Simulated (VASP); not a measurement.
# SiC (Pm-3m) in VASP: a series of runs

The runs below take SiC through single point, relaxation of cell and atoms, with PBE.

Everything below comes from runs of VASP 6.6.1. Logs are shortened: lines on timing, memory, paths and dates and some standing lists are left out, and cuts for length are marked.

## (1) The structure

Symmetry: Pm-3m, No. 221, cubic system. Conventional cell: a = 2.644 Å, b = 2.644 Å, c = 2.644 Å, α = 90.00°, β = 90.00°, γ = 90.00°. Si (site symmetry m-3m) is surrounded by 8 C at 2.29 Å. C (site symmetry m-3m) has 8 Si at 2.29 Å as nearest neighbours.

The cell was built by a generator and needn't be a form met in nature.

## (2) Single point, PBE

Input file INCAR:

```
SYSTEM = SiC
PREC = Accurate
ENCUT = 520
EDIFF = 1E-6
ISMEAR = -1
SIGMA = 0.02
LREAL = .False.
LASPH = .True.
NELM = 60
ALGO = Normal
ISIF = 2
LWAVE = .False.
LCHARG = .True.
GGA = PE
LELF = .True.
LVHAR = .True.
NBANDS = 11
```

Input file KPOINTS:

```
Automatic mesh
0
Gamma
  10 10 10
  0 0 0
```

Input file POSCAR:

```
SiC
1.0
    2.6443621010      0.0000000000      0.0000000000
    0.0000000000      2.6443621010      0.0000000000
    0.0000000000      0.0000000000      2.6443621010
Si C
1 1
Direct
    0.0000000000      0.0000000000      0.0000000000
    0.5000000000      0.5000000000      0.5000000000
```

Potentials or basis: VASP PAW PBE potentials, release 64 (Si, C).

On the command line:

```bash
cat potpaw_PBE.64/Si/POTCAR potpaw_PBE.64/C/POTCAR > POTCAR
mpirun -np 1 vasp_std > vasp.out
```

OUTCAR:

```text
SYSTEM = SiC
   PREC = Accurate
   ENCUT = 520
   EDIFF = 1E-6
   ISMEAR = -1
   LREAL = .False.
   LASPH = .True.
   NELM = 60
   ISIF = 2
   GGA = PE

 ion  position               nearest neighbor table
   1  0.000  0.000  0.000-   2 2.29   2 2.29   2 2.29   2 2.29   2 2.29   2 2.29   2 2.29   2 2.29

   2  0.500  0.500  0.500-   1 2.29   1 2.29   1 2.29   1 2.29   1 2.29   1 2.29   1 2.29   1 2.29

  LATTYP: Found a simple cubic cell.
 ALAT       =     2.6443621010

  Lattice vectors:

 A1 = (   2.6443621010,   0.0000000000,   0.0000000000)
 A2 = (   0.0000000000,   2.6443621010,   0.0000000000)
 A3 = (   0.0000000000,   0.0000000000,   2.6443621010)

Analysis of symmetry for initial positions (statically):
=====================================================================
 Subroutine PRICEL returns:
 Original cell was already a primitive cell.

 Routine SETGRP: Setting up the symmetry group for a
 simple cubic supercell.

 Subroutine GETGRP returns: Found 48 space group operations
 (whereof 48 operations were pure point group operations)
 out of a pool of 48 trial point group operations.

The static configuration has the point symmetry O_h .

Analysis of symmetry for dynamics (positions and initial velocities):
=====================================================================
 Subroutine PRICEL returns:
 Original cell was already a primitive cell.

 Routine SETGRP: Setting up the symmetry group for a
 simple cubic supercell.

 Subroutine GETGRP returns: Found 48 space group operations
 (whereof 48 operations were pure point group operations)
 out of a pool of 48 trial point group operations.

The dynamic configuration has the point symmetry O_h .

 Subroutine INISYM returns: Found 48 space group operations
 (whereof 48 operations are pure point group operations),
 and found     1 'primitive' translations

----------------------------------------------------------------------------------------

                                     Primitive cell

  volume of cell :      18.4911

  direct lattice vectors                    reciprocal lattice vectors
     2.644362101  0.000000000  0.000000000     0.378163036  0.000000000  0.000000000
     0.000000000  2.644362101  0.000000000     0.000000000  0.378163036  0.000000000
     0.000000000  0.000000000  2.644362101     0.000000000  0.000000000  0.378163036

  length of vectors
     2.644362101  2.644362101  2.644362101     0.378163036  0.378163036  0.378163036

  position of ions in fractional coordinates (direct lattice)
     0.000000000  0.000000000  0.000000000
     0.500000000  0.500000000  0.500000000

  ion indices of the primitive-cell ions
   primitive index   ion index
                 1           1
                 2           2

----------------------------------------------------------------------------------------

 KPOINTS: Automatic mesh

Automatic generation of k-mesh.
 Grid dimensions read from file:
 generate k-points for:   10   10   10

 Generating k-lattice:

  Cartesian coordinates                     Fractional coordinates (reciprocal lattice)
     0.037816304  0.000000000  0.000000000     0.100000000  0.000000000  0.000000000
     0.000000000  0.037816304  0.000000000     0.000000000  0.100000000  0.000000000
     0.000000000  0.000000000  0.037816304     0.000000000  0.000000000  0.100000000

  Length of vectors
     0.037816304  0.037816304  0.037816304

  Shift w.r.t. Gamma in fractional coordinates (k-lattice)
     0.000000000  0.000000000  0.000000000

 Subroutine IBZKPT returns following result:
 ===========================================

 Found     56 irreducible k-points:

 Following reciprocal coordinates:
            Coordinates               Weight
  0.000000  0.000000  0.000000      1.000000
  0.100000  0.000000  0.000000      6.000000
  0.200000  0.000000  0.000000      6.000000
  0.300000  0.000000  0.000000      6.000000
  0.400000  0.000000  0.000000      6.000000
  0.500000  0.000000  0.000000      3.000000
[... 16 lines left out ...]
  0.200000  0.100000  0.100000     24.000000
  0.300000  0.100000  0.100000     24.000000
 [... further k-points ...]
   k-points           NKPTS =     56   k-points in BZ     NKDIM =     56   number of bands    NBANDS=     11
   number of dos      NEDOS =    301   number of ions     NIONS =      2
   total plane-waves  NPLWV =   8000
   dimension x,y,z NGX =    20 NGY =   20 NGZ =   20
   dimension x,y,z NGXF=    40 NGYF=   40 NGZF=   40
   ions per type =               1   1
   NGX,Y,Z   is equivalent  to a cutoff of  12.57, 12.57, 12.57 a.u.
   NGXF,Y,Z  is equivalent  to a cutoff of  25.15, 25.15, 25.15 a.u.
 SYSTEM =  SiC
   PREC   = accura    normal or accurate (medium, high low for compatibility)
   ISTART =      0    job   : 0-new  1-cont  2-samecut
   ICHARG =      2    charge: 1-file 2-atom 10-const
   ISPIN  =      1    spin polarized calculation?
   LNONCOLLINEAR =      F non collinear calculations
   LSORBIT =      F    spin-orbit coupling
   LASPH  =      T    aspherical Exc in radial PAW
   ENCUT  =  520.0 eV  38.22 Ry    6.18 a.u.   4.92  4.92  4.92*2*pi/ulx,y,z
   NELM   =     60;   NELMIN=  2; NELMDL= -5     # of ELM steps
   EDIFF  = 0.1E-05   stopping-criterion for ELM
   LREAL  =      F    real-space projection
[... 7 lines left out ...]
   TEBEG  =    0.0;   TEEND  =   0.0 temperature during run
   PSTRESS=    0.0 pullay stress
   NELECT =       8.0000    total number of electrons
   NUPDOWN=      -1.0000    fix difference up-down
   EMIN   =  10.00;   EMAX   =-10.00  energy-range for DOS
   EFERMI =   0.00;   METHOD = LEGACY
   ISMEAR =    -1;   SIGMA  =   0.02  broadening in eV -4-tet -1-fermi 0-gaus
   EFERMI_NEDOS =   21; number of points for ismear=-14 and -15
   IALGO  =     38    algorithm
   IMIX   =      4    mixing-type and parameters
     AMIX     =   0.40;   BMIX     =  1.00
     AMIX_MAG =   1.60;   BMIX_MAG =  1.00
  volume/ion in A,a.u.               =       9.25        62.39
  Fermi-wavevector in a.u.,A,eV,Ry     =   1.238180  2.339822 20.858963  1.533091
  Thomas-Fermi vector in A             =   2.372716
   LORBIT       =      0    0 simple, 1 ext, 2 COOP (PROOUT), +10 PAW based schemes
   GGA     = PE    functional components
   LHFCALC =     F    Hartree Fock is set to
   AEXX    =    0.0000 exact exchange contribution
   IVDW    =     0    specifies the selected vdW correction
   LEPSILON=     F    determine dielectric tensor
   LRPA    =     F    only Hartree local field effects (RPA)
 non-spin polarized calculation
  energy-cutoff  :      520.00
  volume of cell :       18.49
 maximum number of plane-waves:       516
 NGX is ok and might be reduce to    20
   NGX =  9   NGY =  9   NGZ =  9

 number of electron       8.0000000 magnetization

 Free energy of the ion-electron system (eV)
  ---------------------------------------------------
  ext. energy  EPLUGINS =         0.00000000
  ---------------------------------------------------
  free energy    TOTEN  =       -10.90481725 eV

  energy without entropy =      -10.90167211  energy(sigma->0) =      -10.90324468

 E-fermi :  11.0648     XC(G=0): -12.3810

 val. band max:       11.0399840867   @ k =   0.4000   0.2000   0.1000
 cond. band min:      11.0677554484   @ k =   0.4000   0.3000   0.2000
 fundamental gap:      0.0277713618
 Fermi energy:        11.0647803421

 k-point     1 :       0.0000    0.0000    0.0000
  band No.  band energies     occupation
      1      -6.3497      2.00000
      2      10.0303      2.00000
      3      10.0303      2.00000
      4      10.0303      2.00000
      5      12.5884      0.00000
      6      16.1116      0.00000
      7      16.1116      0.00000
      8      23.8080      0.00000
      9      23.8080      0.00000
     10      23.8080      0.00000
     11      31.2464      0.00000

 k-point     2 :       0.1000    0.0000    0.0000
  band No.  band energies     occupation
      1      -6.1575      2.00000
      2       8.3307      2.00000
      3      10.1690      2.00000
      4      10.1690      2.00000
      5      13.2063      0.00000
      6      16.3044      0.00000
      7      17.3402      0.00000
      8      23.3272      0.00000
      9      23.3272      0.00000
     10      23.6934      0.00000
     11      30.9381      0.00000

 k-point     3 :       0.2000    0.0000    0.0000
  band No.  band energies     occupation
      1      -5.5836      2.00000
      2       5.6342      2.00000
      3      10.5665      2.00000
      4      10.5665      2.00000
      5      13.8617      0.00000
      6      16.8726      0.00000
      7      19.1320      0.00000
      8      22.0635      0.00000
      9      22.0635      0.00000
     10      24.1641      0.00000
     11      30.5100      0.00000

 k-point     4 :       0.3000    0.0000    0.0000
  band No.  band energies     occupation
      1      -4.6392      2.00000
      2       3.0199      2.00000
      3      11.1527      0.02440
      4      11.1527      0.02440
      5      14.6037      0.00000
      6      17.7717      0.00000
      7      19.1242      0.00000
      8      20.5011      0.00000
      9      20.5011      0.00000
     10      26.6140      0.00000
     11      27.5312      0.00000
[... 239 lines left out ...]
 k-point    22 :       0.1000    0.1000    0.1000
  band No.  band energies     occupation
      1      -5.7741      2.00000
      2       8.3983      2.00000
      3       8.7895      2.00000
      4       8.7895      2.00000
      5      14.7216      0.00000
      6      17.8761      0.00000
      7      17.8761      0.00000
      8      21.6953      0.00000
      9      23.5202      0.00000
     10      23.5202      0.00000
     11      29.5643      0.00000

 k-point    23 :       0.2000    0.1000    0.1000
  band No.  band energies     occupation
      1      -5.2025      2.00000
      2       5.9734      2.00000
      3       8.9891      2.00000
      4       9.2593      2.00000
      5      15.4453      0.00000
      6      17.8874      0.00000
      7      18.8466      0.00000
      8      21.0809      0.00000
      9      22.3773      0.00000
     10      24.7268      0.00000
     11      28.6124      0.00000

 k-point    24 :       0.3000    0.1000    0.1000
  band No.  band energies     occupation
      1      -4.2623      2.00000
      2       3.3803      2.00000
      3       9.6631      2.00000
      4       9.9845      2.00000
      5      15.8596      0.00000
      6      17.3197      0.00000
      7      17.8875      0.00000
      8      21.3524      0.00000
      9      21.8881      0.00000
     10      27.2626      0.00000
     11      28.0246      0.00000

 [... further k-points ...]
[... 5 lines left out ...]
  --------------------------------------------------------------------------------------
  -------------------------------------------------------------------------------------
  Total        0.0176146      0.0176146      0.0176146      0.0000000      0.0000000      0.0000000
  in kB        1.5262305      1.5262305      1.5262305      0.0000000      0.0000000      0.0000000
  external PRESSURE =       1.5262305 kB  Pullay stress =       0.0000000 kB

 VOLUME and BASIS-vectors are now :
 -----------------------------------------------------------------------------
  energy-cutoff  :      520.00
  volume of cell :       18.49
      direct lattice vectors                 reciprocal lattice vectors
     2.644362101  0.000000000  0.000000000     0.378163036  0.000000000  0.000000000
     0.000000000  2.644362101  0.000000000     0.000000000  0.378163036  0.000000000
     0.000000000  0.000000000  2.644362101     0.000000000  0.000000000  0.378163036

 POSITION                                       TOTAL-FORCE (eV/Angst)
 -----------------------------------------------------------------------------------
      0.00000      0.00000      0.00000         0.000000      0.000000      0.000000
      1.32218      1.32218      1.32218         0.000000      0.000000      0.000000
 -----------------------------------------------------------------------------------
    total drift:                                0.000000      0.000000      0.000000

  FREE ENERGIE OF THE ION-ELECTRON SYSTEM (eV)
  ---------------------------------------------------
  free  energy   TOTEN  =       -10.9048172538 eV

  energy  without entropy=      -10.9016721118  energy(sigma->0) =      -10.90324468
```

Wall time 5.3 s (1 thread of Intel Xeon Platinum 8488C (Sapphire Rapids), shared host); peak memory 0.12 GiB.

What came out:

```yaml
Free_energy: -10.9048 eV
Pressure: 0.2 GPa
Band_gap_on_the_k_mesh: none (metal or under the smearing width)
```

Levels at points of the mesh, in eV from the Fermi level:
| k point | band 2 | band 3 | band 4 | band 5 | band 6 | band 7 |
| --- | --- | --- | --- | --- | --- | --- |
| (0.00, 0.00, 0.00) | -1.03 | -1.03 | -1.03 | 1.52 | 5.05 | 5.05 |
| (0.50, 0.00, 0.00) | -11.80 | 0.97 | 0.97 | 5.05 | 6.40 | 7.59 |
| (0.50, 0.50, 0.00) | -7.84 | -7.84 | -5.42 | 2.48 | 8.80 | 8.80 |
| (0.50, 0.50, 0.50) | -4.29 | -4.29 | -4.29 | -1.47 | -1.47 | -1.47 |

## (3) Relaxation of cell and atoms, PBE

This run uses another cell than the first one, of 6.60 Å³/atom, 0.714 times its volume.

Input file INCAR:

```
SYSTEM = SiC
  ALGO = Fast
  EDIFF = 1E-6
  EDIFFG = -0.005
  ENCUT = 600
  GGA = PE
  IBRION = 2
  ISIF = 3
  ISMEAR = -1
  LASPH = .True.
  LCHARG = .False.
  LREAL = .False.
  LWAVE = .False.
  NELM = 60
  NSW = 80
  PREC = Accurate
  SIGMA = 0.02
```

Input file KPOINTS:

```
k-points
0
Gamma
  10 10 10
  0 0 0
```

Input file POSCAR:

```
SiC
1.0
    2.3636662286      0.0000000000      0.0000000000
    0.0000000000      2.3636662286      0.0000000000
    0.0000000000      0.0000000000      2.3636662286
Si C
1 1
Direct
    0.0000000000      0.0000000000      0.0000000000
    0.5000000000      0.5000000000      0.5000000000
```

Potentials or basis: VASP PAW PBE potentials, release 64 (Si, C).

On the command line:

```bash
cat potpaw_PBE.64/Si/POTCAR potpaw_PBE.64/C/POTCAR > POTCAR
mpirun -np 1 vasp_std > vasp.out
```

Wall time 22 s (1 thread of Intel Xeon Platinum 8488C (Sapphire Rapids), shared host); peak memory 0.12 GiB.

The run converged. Its results:

```
Free energy                            : -10.9021 eV
Relaxed volume                         : 9.25 Å³/atom
Relaxed cell                           : a = 2.645 Å, b = 2.645 Å, c = 2.645 Å, α = 90.00°, β = 90.00°, γ = 90.00°
Space group after relaxing (to 0.05 Å) : Pm-3m (No. 221)
Energy gained by relaxing              : 715.9 meV/atom
Ionic steps                            : 21
Pressure after relaxing                : 0.1 GPa
Band gap on the k mesh                 : none (metal or under the smearing width)
```

The path:
```tsv
step	energy change (eV)	largest force (eV/Å)	pressure (GPa)	volume (Å³)
1	0.0000	0.0000	118.47	13.21
2	-0.7818	0.0000	-24.91	24.91
3	-1.4316	0.0000	-0.83	18.60
4	-1.4319	0.0000	0.16	18.48
5	-1.4319	0.0000	0.15	18.48
6	-1.4319	0.0000	0.15	18.48
7	-1.4319	0.0000	0.15	18.48
8	-1.4319	0.0000	0.15	18.48
9	-1.4319	0.0000	0.15	18.48
10	-1.4319	0.0000	0.15	18.48
11	-1.4319	0.0000	0.15	18.48
12	-1.4319	0.0000	0.15	18.48
13	-1.4319	0.0000	0.15	18.48
14	-1.4319	0.0000	0.15	18.48
15	-1.4319	0.0000	0.15	18.48
16	-1.4319	0.0000	0.15	18.48
17	-1.4319	0.0000	0.14	18.49
18	-1.4319	0.0000	0.14	18.49
19	-1.4319	0.0000	0.13	18.49
20	-1.4319	0.0000	0.10	18.49
21	-1.4319	0.0000	0.05	18.50
```

Final structure:
```xyz
2
Lattice="2.6447 0.0000 0.0000 0.0000 2.6447 0.0000 0.0000 0.0000 2.6447" Properties=species:S:1:pos:R:3 pbc="T T T"
Si    0.0000    2.6447    0.0000
C     1.3224    1.3224    1.3224
```

Levels at points of the mesh, in eV from the Fermi level:
| k point | band 2 | band 3 | band 4 | band 5 | band 6 | band 7 |
| --- | --- | --- | --- | --- | --- | --- |
| (0.00, 0.00, 0.00) | -1.03 | -1.03 | -1.03 | 1.52 | 5.05 | 5.05 |
| (0.50, 0.00, 0.00) | -11.79 | 0.97 | 0.97 | 5.05 | 6.39 | 7.59 |
| (0.50, 0.50, 0.00) | -7.84 | -7.84 | -5.42 | 2.48 | 8.80 | 8.80 |
| (0.50, 0.50, 0.50) | -4.28 | -4.28 | -4.28 | -1.47 | -1.47 | -1.47 |

Caveat: the volume moved by over 15 % at a fixed basis, so the end points are rough.

(Continued in part 2 of 2.)
